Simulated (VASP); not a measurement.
Set up this calculation in VASP 6.6.1, as the native input.

```yaml
Task: single point
Functional: PBE
Potentials_or_basis: VASP PAW PBE potentials, release 64 (Ga_d, As)
Cutoff: 520 eV
k_mesh: 8 × 8 × 8
Occupations: fermi-dirac, width 0.02 eV
Spin: no spin polarisation
Dipole_correction: no
Further_INCAR_settings: ALGO = Normal; EDIFF = 1e-07; NBANDS = 16
```

The structure of GaAs lies in POSCAR:

```
GaAs
1.0
    0.0000000000      2.6993238816      2.6993238816
    2.6993238816      0.0000000000      2.6993238816
    2.6993238816      2.6993238816      0.0000000000
Ga As
1 1
Direct
    0.0000000000      0.0000000000      0.0000000000
    0.5000000000      0.5000000000      0.5000000000
```

The cell was built by a generator and needn't be a form met in nature.

The input as run:

INCAR

```
PREC = Accurate
ENCUT = 520
EDIFF = 1E-7
ISMEAR = -1
SIGMA = 0.02
LREAL = False
LASPH = True
NELM = 100
ALGO = Normal
ISIF = 2
LWAVE = False
LCHARG = False
GGA = PE
NBANDS = 16
```

KPOINTS

```
regular mesh
0
Gamma
  8 8 8
```

Potentials or basis: VASP PAW PBE potentials, release 64 (Ga_d, As).

Launch:

```console
$ cat potpaw_PBE.64/Ga_d/POTCAR potpaw_PBE.64/As/POTCAR > POTCAR
$ mpirun -np 1 vasp_std > vasp.out
```

It gave:

```json
{
 "Pressure": "0.2 GPa",
 "Band gap on the k mesh": "none (metal or under the smearing width)"
}
```

It took 23 s on 1 thread of Intel(R) Xeon(R) Platinum 8488C (Sapphire Rapids) (shared host), peak memory 0.16 GiB.
